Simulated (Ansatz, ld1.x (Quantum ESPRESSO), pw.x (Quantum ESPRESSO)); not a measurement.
iridium (Ir) (bcc): variants of one RRKJ potential in the solid

Ir, norm-conserving RRKJ (Kleinman–Bylander form), made with ld1.x (Quantum ESPRESSO) 7.5 (PBE, scalar-relativistic). Core [Xe] 4f14, reference 5d7 6s1 6p0 (charge +1). Waves: 6p (bound, empty): rc 2.55 bohr; 5d (bound): rc 2.00 bohr; 6s (bound): rc 2.20 bohr. Local part: the s channel. Core correction: a·sin(br)/r model core inside 1.55 bohr. rho0 = 0.02.

Crystal test: bcc Ir in pw.x 7.5, no spin, 15³ k-points, Fermi–Dirac smearing 0.01 Ry, cutoffs set for each file from its atomic test. The reference is all-electron LAPW (Ansatz 0.2.0) with the same functional, mesh and smearing; V0 and B0 come from Birch–Murnaghan fits to the pressures at five volumes. Errors are pseudo minus all-electron; Δ is the rms difference of the E(V) curves that follow from these fits, minima aligned, over ±6 % about the mean V0. Mesh and smearing are coarse, so the numbers serve the comparison and aren't converged zero-temperature values; the lattice is a test structure that the element need not adopt.

All-electron: a0 = 3.113 Å (V0 = 15.09 Å³/atom), B0 = 303.1 GPa.

Base: This is a poor potential for the solid.

2 further variants are left out: they gave no file fit for a test, a broken result, the same result as the base, or pressures whose basis-set error rivals the error shown.

A dash in a converged row means that the minimum lies outside the volumes sampled.

| change | cutoffs (Ry) | pw.x | a0 (Å) | a0 error (%) | B0 error (%) | Δ (meV/atom) | mean pressure error (GPa) |
| --- | --- | --- | --- | --- | --- | --- | --- |
| base | 50/200 | converged | 3.146 | +1.05 | -1.9 | 31.7 | +10.02 |
| reference 5d7 6s0 6p0 | 50/200 | converged | 3.144 | +0.97 | -1.7 | 29.5 | +9.27 |
| wave 5d (bound): rc 2.00 bohr becomes 5d (bound): rc 2.40 bohr | 50/200 | converged | 3.148 | +1.13 | -2.4 | 34.1 | +10.81 |

Question: Give the row for: local potential all-electron potential smoothed inside 1.70 bohr (lloc = -1).

Answer: pw.x: converged; bound ghost; mean pressure error (GPa): -41.33.
